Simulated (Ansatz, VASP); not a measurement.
## ZnS: VASP beside Ansatz

```
Zn S
1.0
     0.00000    2.68192    2.68192
     2.68192    0.00000    2.68192
     2.68192    2.68192    0.00000
Zn S
1 1
Direct
  0.00000 0.00000 0.00000
  0.75000 0.75000 0.75000
```

Change from the starting cell: volume scaled by 0.975, PAW files.

Alike in both runs: task electric field gradients; functional PBE; k mesh 8 × 8 × 8; occupations fermi-dirac, width 0.01 eV; no spin polarisation.

|  | VASP | Ansatz |
| --- | --- | --- |
| version | VASP 6.6.1 | Ansatz 0.2.0 |
| potentials or method | VASP PAW PBE potentials, release 64 (Zn, S) | PAW with Ansatz's default frozen-core files, scalar-relativistic |
| plane-wave cutoff (eV) | 520 | 420 |
| valence electrons in the cell | 18 | 18 |

Ansatz gave:

| Property | Result |
| --- | --- |
| gap on the k mesh at the Fermi level (eV) | 2.21 |
| pressure (GPa) | 3.4 |
| Vzz of the field gradient on the site that differs most (V/Å²) | 0.0 |

Problem. Which values does VASP return?

Solution. gap on the k mesh at the Fermi level (eV): 2.21; pressure (GPa): 3.6; Vzz of the field gradient on the site that differs most (V/Å²): 0.0.
